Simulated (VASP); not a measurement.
# The (1 1 0) face of InPd: relaxation and electronic structure, part 3 of 4

Aim: model the (1 1 0) face of InPd by a slab and find how far its highest filled level lies below the vacuum. The start is a computed cell from the Materials Project.

VASP 6.6.1; PBE; plane waves and PAW (In, Pd).

So far. Step 2 (The bulk reference): Energy at zero smearing: -8.78799 eV. Step 3 (Relaxing the slab): The run ended after 14 ionic steps, 0.127 eV below its first step, once the forces on the free atoms met EDIFFG = -0.03.

### Step 4. Vacuum level and density of states

A static run writes the electrostatic potential without exchange and correlation (LVHAR), which is flat in the vacuum and gives the level to count from. The dipole correction cancels the field that unlike faces would set up across the vacuum.

The input, INCAR:

```
SYSTEM = InPd
PREC = Normal
ENCUT = 300
EDIFF = 1E-06
NELM = 120
ISMEAR = 0
SIGMA = 0.1
LREAL = .FALSE.
ALGO = Fast
GGA = PE
NBANDS = 56
LASPH = .TRUE.
LORBIT = 11
LWAVE = .TRUE.
LCHARG = .TRUE.
IDIPOL = 3
LDIPOL = .TRUE.
DIPOL = 0.5 0.5 0.502
LVHAR = .TRUE.
LVACPOTAV = .TRUE.
LELF = .TRUE.
NEDOS = 1500
```

The input, POSCAR:

```
InPd
1.0
    3.2718847800      0.0000000000      0.0000000000
    0.0000000000      4.6271438304      0.0000000000
    0.0000000000      0.0000000000     24.2542876608
In Pd
5 5
Direct
    0.0000000000      0.5000000000      0.3092236800
    0.0000000000      0.0000000000      0.4046118400
    0.0000000000      0.5000000000      0.5006165969
    0.0000000000      0.0000000000      0.6010452356
    0.0000000000      0.5000000000      0.7038749210
    0.5000000000      0.0000000000      0.3092236800
    0.5000000000      0.5000000000      0.4046118400
    0.5000000000      0.0000000000      0.5031878040
    0.5000000000      0.5000000000      0.5943151881
    0.5000000000      0.0000000000      0.6924381963
```

The input, KPOINTS:

```
Automatic mesh
0
Gamma
8 6 1
0 0 0
```

Potentials, in the order of the species: In and Pd (PBE family, release 64).

On the command line:

```
> mpirun -np 2 vasp_std
```

The log of the run:

```text
[banner, memory and clock lines left out]
running    2 mpi-ranks, on    1 nodes
 distrk:  each k-point on    2 cores,    1 groups
 distr:  one band on    1 cores,    2 groups

 POSCAR found type information on POSCAR InPd
 POSCAR found :  2 types and      10 ions
 LDA part: xc-table for (Slater+PW92), standard interpolation
 POSCAR, INCAR and KPOINTS ok, starting setup
 FFT: planning ... GRIDC
 FFT: planning ... GRID_SOFT
 FFT: planning ... GRID
 WAVECAR not read
 entering main loop
       N       E                     dE             d eps       ncg     rms          rms(c)
DAV:   1     0.278830888666E+03    0.27883E+03   -0.18381E+04  2248   0.605E+02
DAV:   2    -0.288021615265E+02   -0.30763E+03   -0.28466E+03  2648   0.164E+02
DAV:   3    -0.434716486934E+02   -0.14669E+02   -0.14259E+02  2712   0.356E+01
DAV:   4    -0.437404435118E+02   -0.26879E+00   -0.26847E+00  2744   0.475E+00
DAV:   5    -0.437472033168E+02   -0.67598E-02   -0.67596E-02  3016   0.780E-01    0.125E+01
RMM:   6    -0.430502230134E+02    0.69698E+00   -0.90259E-01  2546   0.350E+00    0.677E+00
RMM:   7    -0.543642492651E+02   -0.11314E+02   -0.14756E+00  2975   0.309E+00    0.223E+01
RMM:   8    -0.427417572439E+02    0.11622E+02   -0.16430E+00  2850   0.392E+00    0.228E+00
RMM:   9    -0.428224956593E+02   -0.80738E-01   -0.33131E-01  2710   0.185E+00    0.228E+00
RMM:  10    -0.426154714305E+02    0.20702E+00   -0.74461E-02  2554   0.986E-01    0.111E+00
RMM:  11    -0.425938160092E+02    0.21655E-01   -0.13890E-02  2597   0.431E-01    0.749E-01
RMM:  12    -0.425830710327E+02    0.10745E-01   -0.85913E-03  2633   0.286E-01    0.416E-01
RMM:  13    -0.425808155630E+02    0.22555E-02   -0.47044E-03  2728   0.183E-01    0.237E-01
RMM:  14    -0.425787350054E+02    0.20806E-02   -0.13425E-03  2759   0.116E-01    0.103E-01
RMM:  15    -0.425783673098E+02    0.36770E-03   -0.33317E-04  2761   0.598E-02    0.836E-02
RMM:  16    -0.425780939584E+02    0.27335E-03   -0.19651E-04  2760   0.441E-02    0.394E-02
RMM:  17    -0.425780891062E+02    0.48523E-05   -0.17256E-04  2825   0.359E-02    0.238E-02
RMM:  18    -0.425781223949E+02   -0.33289E-04   -0.22480E-05  2771   0.147E-02    0.222E-02
RMM:  19    -0.425782274523E+02   -0.10506E-03   -0.30193E-05  2921   0.130E-02    0.147E-02
RMM:  20    -0.425783028502E+02   -0.75398E-04   -0.17190E-05  2801   0.942E-03    0.671E-03
RMM:  21    -0.425784065749E+02   -0.10372E-03   -0.45276E-06  2460   0.516E-03    0.527E-03
RMM:  22    -0.425784772751E+02   -0.70700E-04   -0.43479E-06  2563   0.604E-03    0.565E-03
RMM:  23    -0.425785340822E+02   -0.56807E-04   -0.14248E-06  2264   0.299E-03    0.298E-03
RMM:  24    -0.425785511008E+02   -0.17019E-04   -0.53020E-07  2124   0.140E-03    0.208E-03
RMM:  25    -0.425785543337E+02   -0.32329E-05   -0.13119E-07  1763   0.906E-04    0.970E-04
RMM:  26    -0.425785559805E+02   -0.16468E-05   -0.89323E-08  1696   0.833E-04    0.295E-04
RMM:  27    -0.425785561096E+02   -0.12902E-06   -0.17131E-08  1293   0.558E-04
|                                                                             |
|           W    W    AA    RRRRR   N    N  II  N    N   GGGG   !!!           |
|           W    W   A  A   R    R  NN   N  II  NN   N  G    G  !!!           |
|           W    W  A    A  R    R  N N  N  II  N N  N  G       !!!           |
|           W WW W  AAAAAA  RRRRR   N  N N  II  N  N N  G  GGG   !            |
|           WW  WW  A    A  R   R   N   NN  II  N   NN  G    G                |
|           W    W  A    A  R    R  N    N  II  N    N   GGGG   !!!           |
|                                                                             |
|     Did not find any points to average over, which means that no vacuum     |
|     field-free region was found. Please increase the size of  your cell     |
|     in the dimension of the dipole correction to obtain accurate            |
|     workfunction values.                                                    |
|                                                                             |

   1 F= -.42578556E+02 E0= -.42566701E+02  d E =-.237094E-01
 writing wavefunctions
```

Elapsed: 48 s, on 2 MPI ranks of Intel Xeon 6975P-C (Granite Rapids), shared host; peak memory 0.39 GiB.

Parts of OUTCAR (step 4):

```text
 Subroutine GETGRP returns: Found  4 space group operations
 (whereof  4 operations were pure point group operations)

The static configuration has the point symmetry C_2v.

 Found     20 irreducible k-points:

   k-points           NKPTS =     20   k-points in BZ     NKDIM =     20   number of bands    NBANDS=     56

   NELECT =      65.0000    total number of electrons

 dipolmoment           0.000000      0.000000     -0.021585 electrons x Angstroem

 E-fermi :   1.7131

 k-point     1 :       0.0000    0.0000    0.0000
  band No.  band energies     occupation
    ...
     29      -0.1393      2.00000
     30       0.0136      2.00000
     31       0.4386      2.00000
     32       0.5277      2.00000
     33       1.5961      1.90216
     34       2.8838      0.00000
     35       3.6097      0.00000
     36       3.9728      0.00000
     37       4.2543      0.00000
     38       4.3888      0.00000
    ...

 k-point     2 :       0.1250    0.0000    0.0000
  band No.  band energies     occupation
    ...
     28      -0.3594      2.00000
     29      -0.0609      2.00000
     30       0.4078      2.00000
     31       1.0587      2.00000
     32       1.1267      2.00000
     33       2.1648      0.00000
     34       3.3741      0.00000
     35       3.5703      0.00000
     36       4.0096      0.00000
     37       4.5270      0.00000
    ...

  Total       -2.3790212     -4.1322562      0.6864312      0.0000000      0.0000000      0.0000000
  in kB      -10.3802873    -18.0301066      2.9950776      0.0000000      0.0000000      0.0000000
  external PRESSURE =      -8.4717721 kB  Pullay stress =       0.0000000 kB

 POSITION                                       TOTAL-FORCE (eV/Angst)
 -----------------------------------------------------------------------------------
      0.00000      2.31357      7.50000         0.000000      0.000000     -0.766631
      0.00000      0.00000      9.81357         0.000000      0.000000     -0.123271
      0.00000      2.31357     12.14210         0.000000      0.000000      0.004304
      0.00000      0.00000     14.57792         0.000000      0.000000      0.002038
      0.00000      2.31357     17.07198         0.000000      0.000000     -0.025247
      1.63594      0.00000      7.50000         0.000000      0.000000      0.395041
      1.63594      2.31357      9.81357         0.000000      0.000000      0.493082
      1.63594      0.00000     12.20446         0.000000      0.000000     -0.005240
      1.63594      2.31357     14.41469         0.000000      0.000000      0.016667
      1.63594      0.00000     16.79460         0.000000      0.000000      0.009257
 -----------------------------------------------------------------------------------
    total drift:                                0.000000      0.000000     -0.002922

  FREE ENERGIE OF THE ION-ELECTRON SYSTEM (eV)
  ---------------------------------------------------
  free  energy   TOTEN  =       -42.5785561096 eV

  energy  without entropy=      -42.5548466851  energy(sigma->0) =      -42.56670140

 vacuum level on the upper side and lower side of the slab         6.137         6.395

 total charge
# of ion       s       p       d       tot
------------------------------------------
    1        1.247   1.212   0.172   2.630
    2        1.175   1.407   0.243   2.825
    3        1.172   1.431   0.247   2.850
    4        1.184   1.408   0.246   2.839
    5        1.259   1.081   0.135   2.476
    6        0.404   0.309   8.595   9.309
    7        0.431   0.395   8.634   9.460
    8        0.411   0.384   8.635   9.430
    9        0.415   0.370   8.615   9.400
   10        0.416   0.323   8.589   9.328
--------------------------------------------------
tot          8.115   8.322  44.110  60.547

[... 6 parts as in an earlier step ...]

[... 5 further parts left out ...]
```

This step gave:

| Item | Value |
| --- | --- |
| electronic cycles | 27 |
| DOS at the Fermi level | 4.692 states/eV/cell |
| dipole moment | 0, 0, -0.02159 e·Å |
| vacuum levels | 6.137, 6.395 eV |
| work functions of the upper and lower face | 4.424, 4.682 eV |

The density of states has structure finer than the step of the table below, so its rows give means over 1 eV, whole bins alone (the curve runs from -10.6 to 7.96 eV). Peaks (eV: height): total -3.6: 17.4, -2.7: 27.7, 4.6: 8.79, 6.4: 9.10; In s -7.7: 1.53, -6.7: 1.79, -6.4: 2.78, -6.0: 3.98; In p -4.1: 2.79, 4.6: 2.45, 5.5: 2.16, 6.4: 2.16; In d 5.7: 1.00, 6.6: 1.11, 7.4: 1.22, 7.7: 1.09; Pd s 2.4: 0.710, 3.1: 0.735, 3.7: 0.765, 4.5: 0.709.

Means over bins of 0.072 eV. The density of states by energy, zero at the Fermi level; means over each step; values in states/eV/cell:

```csv
energy (eV),total,In s,In p,In d,Pd s,Pd p,Pd d
-10,0.0570,0.0367,0.00106,0,0.0129,5.5e-4,2.7e-5
-9,0.799,0.489,0.0429,7.2e-4,0.161,0.0226,0.00447
-8,1.42,0.820,0.125,0.00484,0.227,0.0721,0.0352
-7,2.27,1.27,0.219,0.0174,0.224,0.154,0.191
-6,4.16,2.12,0.316,0.0531,0.116,0.217,1.06
-5,2.58,0.486,0.592,0.0272,0.191,0.0691,1.02
-4,10.6,0.160,1.86,0.196,0.383,0.229,6.99
-3,21.0,0.182,1.47,0.316,0.177,0.284,17.3
-2,15.3,0.161,0.582,0.274,0.112,0.259,13.1
-1,4.85,0.192,0.836,0.0993,0.333,0.297,2.60
0,3.94,0.314,0.952,0.126,0.264,0.355,1.48
1,3.00,0.358,0.811,0.134,0.183,0.318,0.805
2,4.09,0.731,1.01,0.235,0.296,0.357,0.906
3,4.05,0.463,1.05,0.345,0.431,0.384,0.650
4,5.31,0.397,1.39,0.597,0.571,0.546,0.623
5,5.65,0.226,1.44,0.573,0.326,0.568,0.548
6,6.46,0.183,1.54,0.760,0.412,0.587,0.529
7,7.12,0.160,1.59,1.00,0.385,0.630,0.565
```

Zero at the Fermi level. Planar average of the electrostatic potential against height:

```csv
height (Å),planar average of the electrostatic potential (eV)
0.0,4.56
0.5,4.69
1.0,4.69
1.5,4.69
2.0,4.69
2.5,4.69
3.0,4.69
3.5,4.69
4.0,4.68
4.5,4.66
5.0,4.59
5.5,4.35
6.0,3.54
6.5,0.0738
7.0,-9.82
7.5,-15.5
8.0,-10.2
8.5,-1.44
9.0,-4.11
9.5,-13.6
10.0,-15.2
10.5,-6.65
11.0,-0.634
11.5,-6.81
12.0,-15.2
12.5,-13.6
13.0,-3.94
13.5,-1.43
14.0,-10.8
14.5,-15.7
15.0,-9.70
15.5,-1.22
16.0,-2.14
16.5,-11.9
17.0,-14.8
17.5,-7.67
18.0,0.0833
18.5,3.40
19.0,4.11
19.5,4.34
20.0,4.41
20.5,4.42
21.0,4.43
21.5,4.43
22.0,4.43
22.5,4.43
23.0,4.43
23.5,4.43
24.0,4.46
```

Density of states in the PAW spheres, an atom over height of the layer and energy from the Fermi level.

Ten even steps from '0' (0.07 states/eV) to '9' (5.23 states/eV), each cell a mean:
```
00000000
00000000
00010000
00011010
00011010
00001010
41013050
52078090
44087090
23055060
13055030
13143110
01011000
00000000
00000000
00000000
00000001
00100000
00000000
00000000
00000000
00000000
```
Columns: height of the layer (Å) from 7.5 to 17.1 (not evenly spaced); rows upwards: energy from the Fermi level (eV) from -7.9 to 0.5.

Force by atom:

```csv
atom,x (eV/Å),y (eV/Å),z (eV/Å),size
In1,0.000,0.000,-0.767,0.767
In2,0.000,0.000,-0.123,0.123
In3,0.000,0.000,0.004,0.004
In4,0.000,0.000,0.002,0.002
In5,0.000,0.000,-0.025,0.025
Pd6,0.000,0.000,0.395,0.395
Pd7,0.000,0.000,0.493,0.493
Pd8,0.000,0.000,-0.005,0.005
Pd9,0.000,0.000,0.017,0.017
Pd10,0.000,0.000,0.009,0.009
```

ELF in the ca plane at fractional y = 0.000, with atoms of In and Pd within 0.2 Å of it. It is the smooth field of the valence electrons, not physical close to the nuclei.

Ten even steps from '0' (0.00) to '9' (0.69), each cell a mean:
```
00000000000002011222333579999974323347999997
00000000000001011223333468999853333335899986
00000000000001011232112445777543211234577754
00000000000001112231001434555433100133455444
00000000000001112231001444666433100133466544
00000000000001011233223457898753322335789875
00000000000001011222333479999964333346999997
00000000000001111223333589999974322347999998
```
Columns run along c (16.0 Å, from fractional 0.00 to 0.66 of the cell), rows up along a (3.3 Å). Atoms in or near the plane, at fractional coordinates: In at (0.40, 0.00), In at (0.60, 0.00), Pd at (0.31, 0.50), Pd at (0.50, 0.50).

Valence density in the ca plane at fractional y = 0.000, with atoms of In and Pd within 0.2 Å of it. It is the smooth field of the valence electrons, not physical close to the nuclei.

Ten steps, logarithmic in the rise over the least value, from '0' (-0.1 e/Å³) to '9' (5.2 e/Å³), each cell a mean:
```
11111111111111112223333333212333333333321233
11111111111111112235665433333334566543333334
11111111111111112357887543333345788754333334
11111111111111112368998643333346899864333334
11111111111111112358998643333345899864333334
11111111111111112246776443333334677643333334
11111111111111112234444333222333444433322233
11111111111111111223333333101333333333310133
```
Columns run along c (16.0 Å, from fractional 0.00 to 0.66 of the cell), rows up along a (3.3 Å). Atoms in or near the plane, at fractional coordinates: In at (0.40, 0.00), In at (0.60, 0.00), Pd at (0.31, 0.50), Pd at (0.50, 0.50).

Electrostatic potential energy in the ca plane at fractional y = 0.000, with atoms of In and Pd within 0.2 Å of it. With pseudopotentials it is smooth inside the atoms' cores, unlike the true potential.

Values in eV, 5 rows by 16 columns, each cell a mean:
```
  6   6   6   6   6   6   5   0  -1 -25 -24   0  -1  -4 -28 -18
  6   6   6   6   6   6  -1 -41 -13  -6  -6 -12 -42  -4  -8  -4
  6   6   6   6   6   6  -7 -56 -24   2   2 -23 -56  -9   2   1
  6   6   6   6   6   6   2 -27  -7 -13 -12  -7 -28  -3 -15  -8
  6   6   6   6   6   6   6   3   0 -28 -26   0   2  -5 -31 -21
```
Columns run along c (16.0 Å, from fractional 0.00 to 0.66 of the cell; values clipped at the 3rd and 97th percentile), rows up along a (3.3 Å). Atoms in or near the plane, at fractional coordinates: In at (0.40, 0.00), In at (0.60, 0.00), Pd at (0.31, 0.50), Pd at (0.50, 0.50).

The map of layer states is cut here 0.5 eV above the Fermi level, so it leaves out the states above that.

The vacuum level lies 4.42 eV above the Fermi level at the upper face; the two faces differ by 0.26 eV, the step that the slab's dipole of -0.022 e·Å makes.

VASP counts the dipole in electrons times Å, so a positive number points the physical dipole along −c.

The program found no field-free point at its default tolerance, but its printed level agrees with the flat part of the planar average.

On this mesh the fine structure of the density of states is sampling noise, and high empty states may be cut by the number of bands.

### Step 5. Tunnelling image, filled states within 0.5 eV

A partial density over this window, at constant height above the top atom, is the Tersoff-Hamann picture of a tunnelling image.

The input, INCAR:

```
SYSTEM = InPd
PREC = Normal
ENCUT = 300
EDIFF = 1E-05
NELM = 120
ISMEAR = 0
SIGMA = 0.1
LREAL = .FALSE.
ALGO = Fast
GGA = PE
NBANDS = 56
LASPH = .TRUE.
LWAVE = .FALSE.
LCHARG = .FALSE.
ISTART = 1
LPARD = .TRUE.
NBMOD = -3
EINT = -0.5 0
LSEPB = .FALSE.
LSEPK = .FALSE.
```

POSCAR is that of step 4.

KPOINTS is that of step 4.

The WAVECAR or CHGCAR of an earlier step is read.

On the command line:

```
> mpirun -np 2 vasp_std
```

The log of the run:

```text
[banner, memory and clock lines left out]
running    2 mpi-ranks, on    1 nodes
 distrk:  each k-point on    2 cores,    1 groups
 distr:  one band on    1 cores,    2 groups

 POSCAR found type information on POSCAR InPd
 POSCAR found :  2 types and      10 ions
 LDA part: xc-table for (Slater+PW92), standard interpolation
 found WAVECAR, reading the header
 POSCAR, INCAR and KPOINTS ok, starting setup
 FFT: planning ... GRIDC
 FFT: planning ... GRID_SOFT
 FFT: planning ... GRID
 reading WAVECAR
 the WAVECAR file was read successfully
Calculating partial charge density.
NDMOD =  -3
Energy range w.r.t. Fermi energy from INCAR:   -0.500   0.000
Efermi =    1.713
No KPOINTS given: use all of them.

*****************************************************
* Parameters from pardens
*****************************************************

NBMOD is set to  -3
Selected energy range (EINT)    1.2131   1.7131
Selected all k-points to calculate charge density.
k-point no.    1; bands inside the range    1
  33
k-point no.    2; bands inside the range    0

k-point no.    3; bands inside the range    0

k-point no.    4; bands inside the range    2
  31  32
k-point no.    5; bands inside the range    1
  32
k-point no.    6; bands inside the range    1
  34
k-point no.    7; bands inside the range    1
  33
k-point no.    8; bands inside the range    1
  31
k-point no.    9; bands inside the range    2
  30  31
k-point no.   10; bands inside the range    2
  31  32
k-point no.   11; bands inside the range    1
  34
k-point no.   12; bands inside the range    2
  33  34
k-point no.   13; bands inside the range    0

k-point no.   14; bands inside the range    2
  32  33
k-point no.   15; bands inside the range    2
  32  33
k-point no.   16; bands inside the range    0

k-point no.   17; bands inside the range    0

k-point no.   18; bands inside the range    0

k-point no.   19; bands inside the range    1
  33
k-point no.   20; bands inside the range    0

Finished calculating partial charge density.
VASP will stop now.
```

Wall time 1.4 s (2 MPI ranks); 1.7 s of CPU time.

Parts of OUTCAR (step 5):

```text
   NELECT =      65.0000    total number of electrons

[... 8 parts as in an earlier step ...]

[... 2 further parts left out ...]
```

Local density of states in the window along a and b. Constant height, 2.5 Å above the top atom.

Values in units of 1e-4 e/Å³, 12 rows by 16 columns, each cell a mean:
```
3.3 3.4 3.4 3.4 3.5 3.6 3.6 3.6 3.7 3.6 3.6 3.5 3.5 3.4 3.4 3.3
3.7 3.7 3.7 3.7 3.7 3.7 3.7 3.7 3.7 3.7 3.7 3.7 3.7 3.7 3.7 3.7
4.4 4.4 4.3 4.2 4.1 3.9 3.9 3.8 3.8 3.8 3.9 4.0 4.1 4.2 4.3 4.4
5.5 5.4 5.2 5.0 4.7 4.4 4.2 4.1 4.0 4.1 4.3 4.5 4.8 5.1 5.3 5.4
6.5 6.4 6.1 5.7 5.3 4.9 4.6 4.4 4.4 4.5 4.7 5.1 5.5 5.9 6.2 6.5
7.1 7.0 6.7 6.2 5.7 5.2 4.9 4.7 4.6 4.7 5.0 5.4 5.9 6.4 6.8 7.1
7.0 6.9 6.6 6.1 5.6 5.2 4.8 4.6 4.6 4.7 5.0 5.4 5.9 6.3 6.7 7.0
6.2 6.1 5.9 5.5 5.1 4.8 4.5 4.3 4.3 4.4 4.6 4.9 5.3 5.7 6.0 6.2
5.1 5.1 4.9 4.7 4.5 4.3 4.1 4.0 4.0 4.0 4.2 4.3 4.6 4.8 5.0 5.1
4.2 4.1 4.1 4.0 3.9 3.8 3.8 3.7 3.7 3.8 3.8 3.9 4.0 4.0 4.1 4.2
3.6 3.6 3.6 3.6 3.6 3.6 3.6 3.7 3.7 3.7 3.6 3.6 3.6 3.6 3.6 3.6
3.3 3.3 3.4 3.4 3.5 3.5 3.6 3.6 3.7 3.6 3.6 3.5 3.5 3.4 3.3 3.3
```
Columns: along a (fractional) from 0 to 0.964; rows upwards: along b (fractional) from 0 to 0.975.

Partial charge density in the ca plane at fractional y = 0.000, with atoms of In and Pd within 0.2 Å of it. It is the smooth field of the valence electrons, not physical close to the nuclei.

Ten steps, logarithmic in the rise over the least value, from '0' (0.00 Å⁻³) to '9' (0.15 Å⁻³), each cell a mean:
```
22222222222222233444444444323444444444432244
22222222222222333456776444444444577544444444
22222222222222334457997544444445799754444444
22222222222222334568998533444445799854444443
22222222222222334567998533444445799754444444
22222222222222333456886444444445688654444444
22222222222222233445665444434444455444443344
22222222222222233344444444203444333344430234
```
Columns run along c (16.0 Å, from fractional 0.00 to 0.66 of the cell), rows up along a (3.3 Å). Atoms in or near the plane, at fractional coordinates: In at (0.40, 0.00), In at (0.60, 0.00), Pd at (0.31, 0.50), Pd at (0.50, 0.50).

Shared out to the nearest atoms, the partial charge density (by size) has 66 % on Pd; its largest share on one atom is 16 % (Pd6), and it takes 7 of the 10 atoms to pass 80 %.

Between its 5th and 95th percentile the partial density varies by a factor of 2.0, which sets the contrast of the image.

[end of part 3 of 4]

[Lines on the potential files, build, host, timing and source positions are cut from VASP's logs without a mark.]

[Logs are printed without paths, hosts, clocks, repeated set-up lines and the standing remarks that a program may print on its own settings, such as how far it seeks lower states.]

[Hosts, paths, dates, database ids (printed as entryN), source tags and the programs' standing remarks are cut or masked in the printed files.]

[In band tables of VASP the shares of atoms and orbitals are scaled to a sum of 1 inside the atoms' spheres.]

[Runs that stopped without an error message from VASP are left out.]
